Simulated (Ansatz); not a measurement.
Cu Kα1 powder pattern (kinematic, no thermal factors).
| 2θ (°) | relative intensity |
| --- | --- |
| 27.27 | 12 |
| 31.59 | 100 |
| 45.28 | 69 |
| 53.67 | 4 |
| 56.26 | 23 |
| 65.97 | 10 |
| 72.78 | 1 |
| 74.99 | 27 |
| 83.64 | 20 |

The pattern is computed from a structure relaxed with Ansatz, DFT PBE, scalar-relativistic, plane waves, PAW. No spin polarisation. Its elements are Al, Sc.

Task: Give the structure.

Result: ScAl.
Space group Fm-3m (No. 225). a = 5.659 Å, b = 5.659 Å, c = 5.659 Å, α = 90.00°, β = 90.00°, γ = 90.00°
```tsv
atom	site	symmetry	x	y	z
Sc	4b	m-3m	0.5000	0.0000	0.0000
Al	4a	m-3m	0.0000	0.0000	0.0000
```

A pattern alone doesn't exclude other cells with like lines; this is the one computed.

Another cell of ScAl relaxed alike, in P6_3/mmc, lies 0.36 eV/atom lower, so this cell isn't the stable form at this level.

The cell was found from a structure generator's guess, not taken from experiment.
